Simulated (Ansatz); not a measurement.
# InSb: the cost of one run

Program: Ansatz 0.2.0. Level of theory: DFT, PBEsol, plane-wave PAW, default files, scalar-relativistic, frozen cores. These are calculated values, not measurements.

**1. The structure to begin with**

Symmetry: F-43m, No. 216, cubic system. Conventional cell: a = 6.478 Å, b = 6.478 Å, c = 6.478 Å, α = 90.00°, β = 90.00°, γ = 90.00°. In (site symmetry -43m) has 4 Sb at 2.81 Å as nearest neighbours. Sb (site symmetry -43m) is surrounded by 4 In at 2.81 Å.

Coordinates:

```cif
data_structure
_symmetry_space_group_name_H-M 'P 1'
_symmetry_Int_Tables_number 1
_cell_length_a 4.5808
_cell_length_b 4.5808
_cell_length_c 4.5808
_cell_angle_alpha 60.000
_cell_angle_beta 60.000
_cell_angle_gamma 60.000
_cell_volume 67.97
loop_
_atom_site_label
_atom_site_type_symbol
_atom_site_fract_x
_atom_site_fract_y
_atom_site_fract_z
_atom_site_occupancy
In1 In 0.00000 0.00000 0.00000 1
Sb1 Sb 0.75000 0.75000 0.75000 1
```

The earlier run gave: no gap over 0.1 eV on the mesh, largest force 0.000 eV/Å, pressure 3.1 GPa.

Like atoms gathered into sites:

```tsv
site	atoms	first shell	V_zz (10²¹ V/m²)	η	C_Q (MHz)
In	1	4 Sb at 2.81 Å	0.00	–	0 (¹¹⁵In)
Sb	2	4 In at 2.81 Å	0.00	–	0 (¹²¹Sb)
```

C_Q = eQV_zz/h, which is 24.18 MHz for Q = 1 b and V_zz = 10²¹ V/m²; η = (V_xx − V_yy)/V_zz. Q values from Pyykkö, Mol. Phys. 116, 1328 (2018).

**2. Functional PBEsol at the relaxed positions**

Input file input.yaml:

```yaml
crystal:
  lattice:
    - [0.0, 3.2391, 3.2391]
    - [3.2391, 0.0, 3.2391]
    - [3.2391, 3.2391, 0.0]
  atoms:
    - { symbol: In, position: [0.0, 0.0, 0.0] }
    - { symbol: Sb, position: [0.75, 0.75, 0.75] }
kpoints:
  mp_grid: { grid: [12, 12, 12] }
scf:
  occupations: { method: fermi_dirac, width: 0.05 }
hamiltonian:
  xc: pbesol
  pseudopotentials: { kind: paw, frozen_core: stored }
output:
  forces: true
  stress: true
  populations: true
  efg: { quadrupole_moments_barn: { In: 0.772, Sb: -0.543 } }
```

Command:

```
$ ansatz run input.yaml --threads 1 --pin off --max-ram 3072MiB --backend cpu --events-out ev --progress --plain --runs-dir out
```

What time and memory should one allow on 1 thread of Intel Xeon at 2.50GHz (Skylake/Cascade Lake), shared host?

About 25 s, with a peak of 0.43 GiB.
